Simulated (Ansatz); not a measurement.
## MgO: changing the pressure

The cell as given:

```cif
data_structure
_symmetry_space_group_name_H-M 'Fm-3m'
_symmetry_Int_Tables_number 225
_cell_length_a 4.1940
_cell_length_b 4.1940
_cell_length_c 4.1940
_cell_angle_alpha 90.000
_cell_angle_beta 90.000
_cell_angle_gamma 90.000
_cell_volume 73.77
loop_
_atom_site_label
_atom_site_type_symbol
_atom_site_symmetry_multiplicity
_atom_site_Wyckoff_symbol
_atom_site_fract_x
_atom_site_fract_y
_atom_site_fract_z
_atom_site_occupancy
Mg1 Mg 4 a 0.00000 0.00000 0.00000 1
O1 O 4 b 0.50000 0.00000 0.00000 1
```

Kept alike: task relaxation of cell and atoms; functional PBEsol; k mesh 11 × 11 × 11; occupations fermi-dirac, width 0.05 eV; no spin polarisation. Program: Ansatz, all-electron LAPW, scalar-relativistic. The mesh is that of the run's cell of 2 atoms. No spin-orbit coupling.

```csv
"pressure, P (GPa)",volume (Å³/atom)
0,9.358
5,9.082
10,8.845
20,8.444
30,8.118
```

The relaxations keep at least the cell's symmetry (Fm-3m). The runs follow the start's structure, whether or not it is the stable one at these pressures. P is the pressure aimed at, which the runs meet within some hundredths to tenths of a GPa.

Task: What does the pressure change here?

Result: The volume falls from 9.358 to 8.118 Å³/atom between 0 and 30 GPa. The volume falls ever more slowly, since the solid stiffens under load. At the pressures aimed at, which the runs meet within some tenths of a GPa, the step from 0 to 5 GPa gives a mean bulk modulus near 167 GPa, the last step 254 GPa.
